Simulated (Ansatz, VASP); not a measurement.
## Two plane-wave programs on CsH

The input INCAR:

```
SYSTEM = CsH
PREC = Accurate
ENCUT = 520
EDIFF = 1E-7
ISMEAR = 0
SIGMA = 0.02
LREAL = .False.
LASPH = .True.
NELM = 80
ALGO = Normal
ISIF = 2
LWAVE = .False.
LCHARG = .False.
NBANDS = 12
```

Contents of KPOINTS:

```
Automatic mesh
0
Gamma
  8 8 8
  0 0 0
```

The input POSCAR:

```
CsH
1.0
    0.0000000000      2.9566925546      2.9566925546
    2.9566925546      0.0000000000      2.9566925546
    2.9566925546      2.9566925546      0.0000000000
Cs H
1 1
Direct
    0.0000000000      0.0000000000      0.0000000000
    0.5000000000      0.5000000000      0.5000000000
```

Input for Ansatz:

```yaml
crystal:
  lattice:
    - [0.0, 2.9566925546, 2.9566925546]
    - [2.9566925546, 0.0, 2.9566925546]
    - [2.9566925546, 2.9566925546, 0.0]
  atoms:
    - { symbol: Cs, position: [0.0, 0.0, 0.0] }
    - { symbol: H, position: [0.5, 0.5, 0.5] }
basis:
  ecutwfc: 420
kpoints:
  mp_grid: { grid: [8, 8, 8] }
hamiltonian:
  xc: lda
scf:
  occupations: { method: gaussian, width: 0.02 }
output:
  forces: true
  stress: true
  eigenvalues: true
```

Alike in both runs: task single point; functional LDA; k mesh 8 × 8 × 8; occupations gaussian, width 0.02 eV; no spin polarisation.

```csv
,VASP,Ansatz
version,VASP 6.6.1,Ansatz 0.2.0
potentials or method,"VASP PAW LDA potentials, release 64 (Cs_sv, H)","scalar-relativistic, plane waves, PAW"
plane-wave cutoff (eV),520,420
valence electrons in the cell,10,10
```

VASP gave:

- gap on the k mesh at the Fermi level (eV): 1.54
- least direct gap on the mesh (eV): 1.54
- pressure (GPa): 1.4

**Question.** What did Ansatz give for the same quantities?

**Answer.** gap on the k mesh at the Fermi level (eV): 1.58; least direct gap on the mesh (eV): 1.58; pressure (GPa): 1.3.

Caveats: spin-orbit coupling is left out, which moves the levels of the heavy elements. Expect the measured gap to be larger: semilocal functionals such as LDA lack the derivative discontinuity. A k mesh can miss the band edges.
